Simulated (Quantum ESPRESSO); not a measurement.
An input for Quantum ESPRESSO 7.5 (Si):

The input pw.in:

```
&CONTROL
  calculation = 'scf'
  prefix = 'pwscf'
  outdir = './tmp'
  pseudo_dir = './pseudo'
  tprnfor = .true.
  tstress = .true.
  disk_io = 'low'
/
&SYSTEM
  ibrav = 0
  nat = 2
  ntyp = 1
  ecutwfc = 45
  ecutrho = 360
  nbnd = 9
  occupations = 'smearing'
  smearing = 'fd'
  degauss = 0.00367493
/
&ELECTRONS
  conv_thr = 4d-10
  electron_maxstep = 120
  mixing_beta = 0.5
/
ATOMIC_SPECIES
Si    28.0850 si_lda_v1.uspp.F.UPF
CELL_PARAMETERS angstrom
   4.1209500000    0.0000000000    0.0000000000
  -2.0604700000    3.5688500000    0.0000000000
   0.0000000000    0.0000000000    2.6547900000
ATOMIC_POSITIONS angstrom
Si    -0.0000172714    2.3792452295    1.3273950000
Si     2.0604972714    1.1896047705    1.3273950000
K_POINTS automatic
8 8 10 0 0 0
```

The input nscf.in:

```
&CONTROL
  calculation = 'nscf'
  prefix = 'pwscf'
  outdir = './tmp'
  pseudo_dir = './pseudo'
  disk_io = 'low'
/
&SYSTEM
  ibrav = 0
  nat = 2
  ntyp = 1
  ecutwfc = 45
  ecutrho = 360
  nbnd = 16
  occupations = 'smearing'
  smearing = 'fd'
  degauss = 0.00367493
  nosym = .true.
  noinv = .true.
/
&ELECTRONS
  conv_thr = 1d-09
  electron_maxstep = 120
  mixing_beta = 0.5
  diago_full_acc = .true.
/
ATOMIC_SPECIES
Si    28.0850 si_lda_v1.uspp.F.UPF
CELL_PARAMETERS angstrom
   4.1209500000    0.0000000000    0.0000000000
  -2.0604700000    3.5688500000    0.0000000000
   0.0000000000    0.0000000000    2.6547900000
ATOMIC_POSITIONS angstrom
Si    -0.0000172714    2.3792452295    1.3273950000
Si     2.0604972714    1.1896047705    1.3273950000
K_POINTS crystal
150
  0.00000000   0.00000000   0.00000000 6.66666667e-03
  0.00000000   0.00000000   0.16666667 6.66666667e-03
  0.00000000   0.00000000   0.33333333 6.66666667e-03
  0.00000000   0.00000000   0.50000000 6.66666667e-03
  0.00000000   0.00000000   0.66666667 6.66666667e-03
  0.00000000   0.00000000   0.83333333 6.66666667e-03
[... 142 lines left out ...]
  0.80000000   0.80000000   0.66666667 6.66666667e-03
  0.80000000   0.80000000   0.83333333 6.66666667e-03
```

w.win

```
num_wann = 8
num_bands = 16
guiding_centres = true
dis_froz_max = 8.32
dis_num_iter = 600
dis_mix_ratio = 0.5
dis_conv_tol = 1.0d-9
num_iter = 0
conv_tol = 1.0d-8
conv_window = 4
num_print_cycles = 200
fermi_energy = 6.3182
bands_plot = true
write_hr = true
mp_grid = 5 5 6
begin projections
Si: s;p
end projections
begin unit_cell_cart
ang
  4.1209500000   0.0000000000   0.0000000000
 -2.0604700000   3.5688500000   0.0000000000
  0.0000000000   0.0000000000   2.6547900000
end unit_cell_cart
begin atoms_frac
Si   0.3333300000   0.6666700000   0.5000000000
Si   0.6666700000   0.3333300000   0.5000000000
end atoms_frac
begin kpoint_path
G   0.0000000000   0.0000000000   0.0000000000  M   0.5000000000   0.0000000000   0.0000000000
M   0.5000000000   0.0000000000   0.0000000000  K   0.3333333333   0.3333333333   0.0000000000
K   0.3333333333   0.3333333333   0.0000000000  G   0.0000000000   0.0000000000   0.0000000000
G   0.0000000000   0.0000000000   0.0000000000  A   0.0000000000   0.0000000000   0.5000000000
A   0.0000000000   0.0000000000   0.5000000000  L   0.5000000000   0.0000000000   0.5000000000
L   0.5000000000   0.0000000000   0.5000000000  H   0.3333333333   0.3333333333   0.5000000000
H   0.3333333333   0.3333333333   0.5000000000  A   0.0000000000   0.0000000000   0.5000000000
L   0.5000000000   0.0000000000   0.5000000000  M   0.5000000000   0.0000000000   0.0000000000
K   0.3333333333   0.3333333333   0.0000000000  H   0.3333333333   0.3333333333   0.5000000000
end kpoint_path
bands_num_points = 9
begin kpoints
  0.00000000   0.00000000   0.00000000
  0.00000000   0.00000000   0.16666667
  0.00000000   0.00000000   0.33333333
  0.00000000   0.00000000   0.50000000
  0.00000000   0.00000000   0.66666667
  0.00000000   0.00000000   0.83333333
[... 142 lines left out ...]
  0.80000000   0.80000000   0.66666667
  0.80000000   0.80000000   0.83333333
end kpoints
```

Potentials or basis: GBRV 1.5 LDA.

Launch:

```console
$ OMP_NUM_THREADS=1 pw.x -in pw.in > pw.out
$ OMP_NUM_THREADS=1 pw.x -in nscf.in > nscf.out
$ wannier90.x -pp w
```

Task: How does this run end?

Result: The run stopped without a result. It printed:

pw.out:

```text
This program is part of the open-source Quantum ESPRESSO suite
     for quantum simulation of materials; please cite
         "P. Giannozzi et al., J. Phys.:Condens. Matter 21 395502 (2009);
         "P. Giannozzi et al., J. Phys.:Condens. Matter 29 465901 (2017);
         "P. Giannozzi et al., J. Chem. Phys. 152 154105 (2020);
     in publications or presentations arising from this work. More details at

     Message from routine setup:
     using ibrav=0 with symmetry is DISCOURAGED, use correct ibrav instead

[... 150 lines left out ...]

     Total force =     0.000026     Total SCF correction =     0.000000

     Computing stress (Cartesian axis) and pressure

          total   stress  (Ry/bohr**3)                   (kbar)     P=      -32.34
  -0.00020746   0.00000013   0.00000000          -30.52        0.02        0.00
   0.00000013  -0.00020731   0.00000000            0.02      -30.50        0.00
   0.00000000   0.00000000  -0.00024474            0.00        0.00      -36.00

=------------------------------------------------------------------------------=
   JOB DONE.
=------------------------------------------------------------------------------=
```

Among its messages:

```text
kmesh_get_bvector: Not enough bvectors found
```
